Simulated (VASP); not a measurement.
Here is a VASP 6.6.1 calculation.

Contents of INCAR:

```
PREC = Accurate ; ENCUT = 600
EDIFF = 1E-7 ; ISMEAR = 0
SIGMA = 0.03 ; LREAL = False
LASPH = True ; NELM = 80
ALGO = Fast ; ISIF = 2
LWAVE = False ; LCHARG = False
GGA = PE ; IBRION = 2
NSW = 40 ; EDIFFG = -0.01
```

Contents of KPOINTS:

```
Automatic mesh
0
Gamma
  12 12 12
```

POSCAR

```
SiC                                     
1.0
    0.0000000000      2.0289454752      2.0289454752
    2.0289454752      0.0000000000      2.0289454752
    2.0289454752      2.0289454752      0.0000000000
  Si              C             
     1     1
Direct
     0.0000000000000000    0.0000000000000000    0.0000000000000000
     0.5000000000000000    0.5000000000000000    0.5000000000000000
```

Potentials or basis: VASP PAW PBE potentials, release 64 (Si, C).

Launch:

```sh
$ cat potpaw_PBE.64/Si/POTCAR potpaw_PBE.64/C/POTCAR > POTCAR
$ mpirun -np 1 vasp_std > vasp.out
```

Predict the band gap on the k mesh.

none (metal or under the smearing width).

Final structure:
```cif
data_structure
_symmetry_space_group_name_H-M 'P 1'
_symmetry_Int_Tables_number 1
_cell_length_a 2.8694
_cell_length_b 2.8694
_cell_length_c 2.8694
_cell_angle_alpha 60.000
_cell_angle_beta 60.000
_cell_angle_gamma 60.000
_cell_volume 16.70
loop_
_atom_site_label
_atom_site_type_symbol
_atom_site_fract_x
_atom_site_fract_y
_atom_site_fract_z
_atom_site_occupancy
Si1 Si 0.00000 0.00000 0.00000 1
C1 C 0.50000 0.50000 0.50000 1
```

Caveat: the relaxation stopped at its first step, so nothing moved.
